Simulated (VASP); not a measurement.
# WSe2 in VASP: phonons with PBEsol

Aim: the phonons of WSe2 with PBEsol.

Everything below comes from runs of VASP 6.6.1. Logs are shortened: lines on timing, memory, paths and dates and some standing lists are left out, and cuts for length are marked.

### 1 Starting point

The cell holds a slab with vacuum, 3 atoms: a = 3.273 Å, b = 3.273 Å, c = 21.914 Å, α = 90.00°, β = 90.00°, γ = 120.00°.

### 2 Phonons, PBEsol

File POSCAR:

```
WSe2
1.0
    3.2729652852     -0.0000000004      0.0000000000
   -1.6364826381      2.8344710847     -0.0000000000
    0.0000000000      0.0000000000     21.9141770705
  W               Se
     1     2
Direct
     0.6666666699999979    0.3333333300000021    0.5000071239550178
     0.3333333300000021    0.6666666699999979    0.5764480601702677
     0.3333333300000021    0.6666666699999979    0.4235688835747109
```

File INCAR.step1:

```
PREC = Accurate
ENCUT = 600
EDIFF = 1E-8
ISMEAR = 0
SIGMA = 0.05
LREAL = False
LASPH = True
NELM = 80
ALGO = Normal
ISIF = 2
LWAVE = False
LCHARG = False
LDIPOL = True
IDIPOL = 3
DIPOL = 0.5 0.5 0.500
GGA = PS
IBRION = 2
NSW = 40
EDIFFG = -0.002
```

File INCAR.step2:

```
PREC = Accurate
ENCUT = 600
EDIFF = 1E-8
ISMEAR = 0
SIGMA = 0.05
LREAL = False
LASPH = True
NELM = 80
ALGO = Normal
ISIF = 2
LWAVE = False
LCHARG = False
LDIPOL = True
IDIPOL = 3
DIPOL = 0.5 0.5 0.500
GGA = PS
IBRION = 6
NFREE = 2
POTIM = 0.015
NSW = 1
```

File KPOINTS:

```
Automatic mesh
0
Gamma
  12 12 1
```

Potentials or basis: VASP PAW PBE potentials, release 64 (W_sv, Se).

Run with:

```console
$ cat potpaw_PBE.64/W_sv/POTCAR potpaw_PBE.64/Se/POTCAR > POTCAR
$ cp INCAR.step1 INCAR
$ mpirun -np 1 vasp_std > vasp.out
$ cp CONTCAR POSCAR
$ cp INCAR.step2 INCAR
$ mpirun -np 1 vasp_std > vasp.out
```

OUTCAR:

```text
PREC = Accurate
   ENCUT = 600
   EDIFF = 1E-8
   ISMEAR = 0
   LREAL = False
   LASPH = True
   NELM = 80
   ISIF = 2
   GGA = PS
   IBRION = 6
   NFREE = 2
   POTIM = 0.015
   NSW = 1

 ion  position               nearest neighbor table
   1  0.667  0.333  0.500-   3 2.53   3 2.53   3 2.53   2 2.53   2 2.53   2 2.53
   2  0.333  0.667  0.576-   1 2.53   1 2.53   1 2.53
   3  0.333  0.667  0.424-   1 2.53   1 2.53   1 2.53

  LATTYP: Found a hexagonal cell.
 ALAT       =     3.2729652852
 C/A-ratio  =     6.6955116113

  Lattice vectors:

 A1 = (   3.2729652852,  -0.0000000004,   0.0000000000)
 A2 = (  -1.6364826381,   2.8344710847,   0.0000000000)
 A3 = (   0.0000000000,   0.0000000000,  21.9141770705)

Analysis of symmetry for initial positions (statically):
=====================================================================
 Subroutine PRICEL returns:
 Original cell was already a primitive cell.

 Routine SETGRP: Setting up the symmetry group for a
 hexagonal supercell.

 Subroutine GETGRP returns: Found 12 space group operations
 (whereof  6 operations were pure point group operations)
 out of a pool of 24 trial point group operations.

The static configuration has the point symmetry C_3v.
 The point group associated with its full space group is D_3h.

Analysis of symmetry for dynamics (positions and initial velocities):
=====================================================================
 Subroutine PRICEL returns:
 Original cell was already a primitive cell.

 Routine SETGRP: Setting up the symmetry group for a
 hexagonal supercell.

 Subroutine GETGRP returns: Found 12 space group operations
 (whereof  6 operations were pure point group operations)
 out of a pool of 24 trial point group operations.

The dynamic configuration has the point symmetry C_3v.
 The point group associated with its full space group is D_3h.

 Subroutine INISYM returns: Found 12 space group operations
 (whereof  6 operations are pure point group operations),
 and found     1 'primitive' translations

----------------------------------------------------------------------------------------

                                     Primitive cell

  volume of cell :     203.3006

  direct lattice vectors                    reciprocal lattice vectors
     3.272965285 -0.000000000  0.000000000     0.305533335  0.176399753  0.000000000
    -1.636482638  2.834471085  0.000000000     0.000000000  0.352799507  0.000000000
     0.000000000  0.000000000 21.914177070     0.000000000  0.000000000  0.045632560

  length of vectors
     3.272965285  3.272965285 21.914177070     0.352799507  0.352799507  0.045632560

  position of ions in fractional coordinates (direct lattice)
     0.666666670  0.333333330  0.500007124
     0.333333330  0.666666670  0.576448060
     0.333333330  0.666666670  0.423568884

  ion indices of the primitive-cell ions
   primitive index   ion index
                 1           1
                 2           2
                 3           3

----------------------------------------------------------------------------------------

 KPOINTS: Automatic mesh

Automatic generation of k-mesh.
 Grid dimensions read from file:
 generate k-points for:   12   12    1

 Generating k-lattice:

  Cartesian coordinates                     Fractional coordinates (reciprocal lattice)
     0.025461111  0.014699979  0.000000000     0.083333333 -0.000000000  0.000000000
     0.000000000  0.029399959  0.000000000    -0.000000000  0.083333333  0.000000000
     0.000000000  0.000000000  0.045632560     0.000000000  0.000000000  1.000000000

  Length of vectors
     0.029399959  0.029399959  0.045632560

  Shift w.r.t. Gamma in fractional coordinates (k-lattice)
     0.000000000  0.000000000  0.000000000

 Subroutine IBZKPT returns following result:
 ===========================================

[... 43 lines left out ...]
   EDIFFG = 0.1E-06   stopping-criterion for IOM
   NSW    =     73    number of steps for IOM
   IBRION =      6    ionic relax: 0-MD 1-quasi-New 2-CG
   NFREE  =      2    steps in history (QN), initial steepest desc. (CG)
   ISIF   =      2    stress and relaxation
   ISYM   =      2    0-nonsym 1-usesym 2-fastsym
   POTIM  = 0.0150    time-step for ionic-motion
   TEBEG  =    0.0;   TEEND  =   0.0 temperature during run
   PSTRESS=    0.0 pullay stress
   NELECT =      26.0000    total number of electrons
   NUPDOWN=      -1.0000    fix difference up-down
   EMIN   =  10.00;   EMAX   =-10.00  energy-range for DOS
   EFERMI =   0.00;   METHOD = LEGACY
   ISMEAR =     0;   SIGMA  =   0.05  broadening in eV -4-tet -1-fermi 0-gaus
   EFERMI_NEDOS =   21; number of points for ismear=-14 and -15
   IALGO  =     38    algorithm
   IMIX   =      4    mixing-type and parameters
     AMIX     =   0.40;   BMIX     =  1.00
     AMIX_MAG =   1.60;   BMIX_MAG =  1.00
  volume/ion in A,a.u.               =      67.77       457.31
  Fermi-wavevector in a.u.,A,eV,Ry     =   0.824808  1.558662  9.256165  0.680309
  Thomas-Fermi vector in A             =   1.936558
   LORBIT       =      0    0 simple, 1 ext, 2 COOP (PROOUT), +10 PAW based schemes
   GGA     = PS    functional components
   LHFCALC =     F    Hartree Fock is set to
   AEXX    =    0.0000 exact exchange contribution
   IVDW    =     0    specifies the selected vdW correction
   LEPSILON=     F    determine dielectric tensor
   LRPA    =     F    only Hartree local field effects (RPA)
 finite differences with symmetry
 non-spin polarized calculation
 Gauss-broadening in eV      SIGMA  =   0.05
  energy-cutoff  :      600.00
  volume of cell :      203.30
 maximum number of plane-waves:      6863
 NGX is ok and might be reduce to    28
   NGX = 13   NGY = 13   NGZ = 87

--------------------------------------- Ionic step        1  -------------------------------------------

 number of electron      26.0000000 magnetization

 Free energy of the ion-electron system (eV)
  ---------------------------------------------------
  ext. energy  EPLUGINS =         0.00000000
  ---------------------------------------------------
  free energy    TOTEN  =       -23.23570713 eV

  energy without entropy =      -23.23570713  energy(sigma->0) =      -23.23570713

------------------------ aborting loop because EDIFF is reached ----------------------------------------

  FORCE on cell =-STRESS in cart. coord.  units (eV):
  Direction    XX          YY          ZZ          XY          YZ          ZX
  --------------------------------------------------------------------------------------
  -------------------------------------------------------------------------------------
  Total       -0.0068039     -0.0068039     -0.0083396     -0.0000000      0.0000000      0.0000000
  in kB       -0.0536204     -0.0536204     -0.0657233     -0.0000000      0.0000000      0.0000000
  external PRESSURE =      -0.0576547 kB  Pullay stress =       0.0000000 kB
[... 248 lines left out ...]
 number of electron      26.0000000 magnetization

------------------------ aborting loop because EDIFF is reached ----------------------------------------

 vacuum level on the upper side and lower side of the slab       (xc-potential included)        -0.039        -0.027

  FORCE on cell =-STRESS in cart. coord.  units (eV):
  Direction    XX          YY          ZZ          XY          YZ          ZX
  --------------------------------------------------------------------------------------
  -------------------------------------------------------------------------------------
  Total       -0.1713558     -0.1713558     -0.4532178     -0.0000000     -0.0000000      0.0000000
  in kB       -1.3504263     -1.3504263     -3.5717327     -0.0000000     -0.0000000      0.0000000
  external PRESSURE =      -2.0908618 kB  Pullay stress =       0.0000000 kB
[... 18 lines left out ...]
  FREE ENERGIE OF THE ION-ELECTRON SYSTEM (eV)
  ---------------------------------------------------
  free  energy   TOTEN  =       -23.2338598988 eV

  energy  without entropy=      -23.2338598988  energy(sigma->0) =      -23.23385990

 dipolmoment           0.000000      0.000000     -0.000042 electrons x Angstroem

--------------------------------------- Ionic step        9  -------------------------------------------

 number of electron      26.0000000 magnetization

 dipolmoment           0.000000      0.000000      0.000711 electrons x Angstroem

 Free energy of the ion-electron system (eV)
  ---------------------------------------------------
  ext. energy  EPLUGINS =         0.00000000
  ---------------------------------------------------
  free energy    TOTEN  =       -23.23387037 eV

  energy without entropy =      -23.23387037  energy(sigma->0) =      -23.23387037

 E-fermi :  -1.4413     XC(G=0):  -3.6839

 val. band max:       -1.8702655277   @ k =   0.3333   0.3333   0.0000
 cond. band min:      -0.2011972871   @ k =   0.3333   0.3333   0.0000
 fundamental gap:      1.6690682406
 Fermi energy:        -1.4412646554

 k-point     1 :       0.0000    0.0000    0.0000
  band No.  band energies     occupation
      1     -75.8097      2.00000
      2     -40.0754      2.00000
      3     -39.9287      2.00000
      4     -39.9287      2.00000
      5     -16.7742      2.00000
      6     -15.4576      2.00000
[... 359 lines left out ...]
      6     -14.2836      2.00000
[... 9 lines left out ...]
     16       1.7641      0.00000
     17       3.2671      0.00000

------------------------ aborting loop because EDIFF is reached ----------------------------------------

 vacuum level on the upper side and lower side of the slab       (xc-potential included)         0.000        -0.014

  FORCE on cell =-STRESS in cart. coord.  units (eV):
  Direction    XX          YY          ZZ          XY          YZ          ZX
  --------------------------------------------------------------------------------------
  -------------------------------------------------------------------------------------
  Total        0.1656475      0.1656475      0.4448346      0.0000000      0.0000000     -0.0000000
  in kB        1.3054398      1.3054398      3.5056659      0.0000000      0.0000000     -0.0000000
  external PRESSURE =       2.0388485 kB  Pullay stress =       0.0000000 kB
[... 18 lines left out ...]
  FREE ENERGIE OF THE ION-ELECTRON SYSTEM (eV)
  ---------------------------------------------------
  free  energy   TOTEN  =       -23.2338703710 eV

  energy  without entropy=      -23.2338703710  energy(sigma->0) =      -23.23387037

 INTERNAL STRAIN TENSORS FROM DISPLACED ATOMS
 ============================================

 INTERNAL STRAIN TENSOR FOR ION    1 for displacements in x,y,z  (eV/Angst):
          X           Y           Z          XY          YZ          ZX
  --------------------------------------------------------------------------------
  x     0.00000    -0.00000    -0.00000     7.45835     0.00000     0.00000
  y     7.45835    -7.45835    -0.00000    -0.00000     0.00000     0.00000
  z    -0.00000    -0.00000    -0.00000     0.00000    -0.00000     0.00000

 INTERNAL STRAIN TENSOR FOR ION    3 for displacements in x,y,z  (eV/Angst):
          X           Y           Z          XY          YZ          ZX
  --------------------------------------------------------------------------------
  x    -0.00000     0.00000     0.00000    -3.74118     0.00000    14.59792
  y    -3.74118     3.74118    -0.00000     0.00000    14.59793     0.00000
  z    11.23344    11.23344    29.93508     0.00000     0.00000     0.00000

 Eigenvectors and eigenvalues of the dynamical matrix
 ----------------------------------------------------

   1 f  =    9.239787 THz    58.055297 2PiTHz  308.206134 cm-1    38.212673 meV
             X         Y         Z           dx          dy          dz
      1.636483  0.944824 10.957245     0.000000    0.000000   -0.679770
     -0.000000  1.889647 12.632385    -0.000000   -0.000000    0.518610
     -0.000000  1.889647  9.282164    -0.000000    0.000000    0.518610
[... 43 lines left out ...]
   9 f/i=    0.000537 THz     0.003374 2PiTHz    0.017912 cm-1     0.002221 meV
             X         Y         Z           dx          dy          dz
      1.636483  0.944824 10.957245    -0.714444   -0.166064   -0.000000
     -0.000000  1.889647 12.632385    -0.468141   -0.108814   -0.000000
     -0.000000  1.889647  9.282164    -0.468141   -0.108814   -0.000000

 ELASTIC MODULI CONTR FROM IONIC RELAXATION (kBar)
 Direction    XX          YY          ZZ          XY          YZ          ZX
 --------------------------------------------------------------------------------
 XX        -134.4811    -88.1163   -296.5906     -0.0000     -0.0000      0.0000
 YY         -88.1163   -134.4811   -296.5906     -0.0000     -0.0000      0.0000
 ZZ        -296.5906   -296.5906   -790.3599     -0.0000     -0.0000      0.0000
 XY          -0.0000     -0.0000     -0.0000    -23.1824      0.0000     -0.0000
 YZ          -0.0000     -0.0000     -0.0000      0.0000   -385.5740     -0.0000
 ZX           0.0000      0.0000      0.0000      0.0000     -0.0000   -385.5734
 --------------------------------------------------------------------------------

 vacuum level on the upper side and lower side of the slab         3.282         3.267
```

Run time: 14 min. Hardware: 1 thread of Intel Xeon 6975P-C (Granite Rapids), shared host; peak memory 0.71 GiB.

Results:

```yaml
Highest_phonon_frequency_at_Γ_LO-TO_splitting_left_out: 308 cm⁻¹
```

Phonon frequencies in cm⁻¹ (negative: imaginary):
| q point | frequencies |
| --- | --- |
| (0.000, 0.000, 0.000) | 0 0 0 173 173 246 246 248 308 |

Caveat: the PAW data sets were made with another functional, which shifts forces and pressure a little. The run has no spin-orbit coupling, so splittings on W are missing.
